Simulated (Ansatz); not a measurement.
Wanted: the native input for an Ansatz 0.2.0 run.

```
Task                                : band structure
Functional                          : PBEsol
Potentials or basis                 : Ansatz PAW
Cutoff                              : 420 eV (not typed: the program's choice for these potentials)
k mesh                              : 11 × 11 × 11
Occupations                         : fermi-dirac, width 0.05 eV
Spin                                : spin-orbit coupling, no magnetisation
Path                                : [["G", "X", "W", "K", "G", "L", "U", "W", "L", "K"], ["U", "X"]]
Points for each segment of the path : 14
```

Crystal: Au.

```
Au
1.0
     0.00000    2.03500    2.03500
     2.03500    0.00000    2.03500
     2.03500    2.03500    0.00000
Au
1
Cartesian
  0.0000 0.0000 0.0000
```

These files were run (other wordings do the same):

input.yaml

```yaml
crystal:
  lattice:
    - [0.0, 2.035, 2.035]
    - [2.035, 0.0, 2.035]
    - [2.035, 2.035, 0.0]
  atoms:
    - { symbol: Au, position: [0.0, 0.0, 0.0] }
hamiltonian:
  xc: pbesol
  pseudopotentials: { kind: paw_fr }
magnetization:
  noncollinear: true
  spin_orbit: true
kpoints:
  mp_grid: { grid: [11, 11, 11] }
  band_path:
    path:
      - [[0.0, 0.0, 0.0], [0.5, 0.0, 0.5], [0.5, 0.25, 0.75], [0.375, 0.375, 0.75], [0.0, 0.0, 0.0], [0.5, 0.5, 0.5], [0.625, 0.25, 0.625], [0.5, 0.25, 0.75], [0.5, 0.5, 0.5], [0.375, 0.375, 0.75]]
      - [[0.625, 0.25, 0.625], [0.5, 0.0, 0.5]]
    npoints: 14
scf:
  occupations: { method: fermi_dirac, width: 0.05 }
  n_extra_bands: 6
output:
  forces: true
  stress: true
  eigenvalues: true
  fatbands: false
```

Potentials or basis: Ansatz PAW.

Launch:

```sh
$ ansatz run input.yaml --threads 2 --pin off --max-ram 5632MiB --backend cpu --events-out ev --progress --plain --runs-dir out
```

Results of the run:

```json
{
 "Pressure": "0.2 GPa",
 "Band gap on the k mesh": "none (metal or under the smearing width)"
}
```

Caveat: the PAW data sets come from PBE, with cores solved anew for the run's functional, which leaves a small shift of forces and pressure.

Run time: 5.7 s on 2 threads of Intel(R) Xeon(R) Platinum 8375C CPU @ 2.90GHz (Ice Lake), with other jobs on the host, peak memory 0.41 GiB.
